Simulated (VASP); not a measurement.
Crystal: SiC (Moissanite 3C).

```
Si C
1.0
     0.00000    4.35800    4.35800
     4.35800    0.00000    4.35800
     4.35800    4.35800    0.00000
Si C
8 8
Direct
  0.00000 0.00000 0.00000
  0.00000 0.00000 0.50000
  0.00000 0.50000 0.00000
  0.00000 0.50000 0.50000
  0.50000 0.00000 0.00000
  0.50000 0.00000 0.50000
  0.50000 0.50000 0.00000
  0.50000 0.50000 0.50000
  0.12500 0.12500 0.12500
  0.12500 0.12500 0.62500
  0.12500 0.62500 0.12500
  0.12500 0.62500 0.62500
  0.62500 0.12500 0.12500
  0.62500 0.12500 0.62500
  0.62500 0.62500 0.12500
  0.62500 0.62500 0.62500
```

| Item | Value |
| --- | --- |
| Program | VASP 6.6.1 |
| Task | phonon dispersion |
| Functional | PBE |
| Potentials or basis | VASP PAW PBE potentials, release 64 (Si, C) |
| Cutoff | 520 eV |
| k mesh | 3 × 3 × 3 |
| Occupations | gaussian, width 0.03 eV |
| Spin | no spin polarisation |
| Long-range dipole term | yes |
| Supercell matrix | [2, 0, 0, 0, 2, 0, 0, 0, 2] |
| Further INCAR settings | LREAL = Auto; ALGO = Normal; EDIFF = 1e-07; IBRION = 6; POTIM = 0.015; NSW = 1 |

Problem. Is this structure dynamically stable at this level, and how far does the spectrum reach?

Solution. Yes, as far as this q mesh shows: no mode on the path is imaginary. The highest frequency is 952 cm⁻¹.

Phonon frequencies at the corners of the path (cm⁻¹, interpolated; i marks imaginary ones):
| point | frequencies |
| --- | --- |
| Γ | 0 0 0 783 783 952 |
| X | 356 356 629 745 745 804 |
| W | 383 458 545 744 756 782 |
| K | 330 457 568 745 751 791 |
| L | 247 247 608 751 751 818 |
| U | 330 457 568 745 751 791 |

A q mesh this small can miss soft modes between its points.

Caveat: the k mesh is coarse (spacing up to 0.42 Å⁻¹), so the values aren't converged.
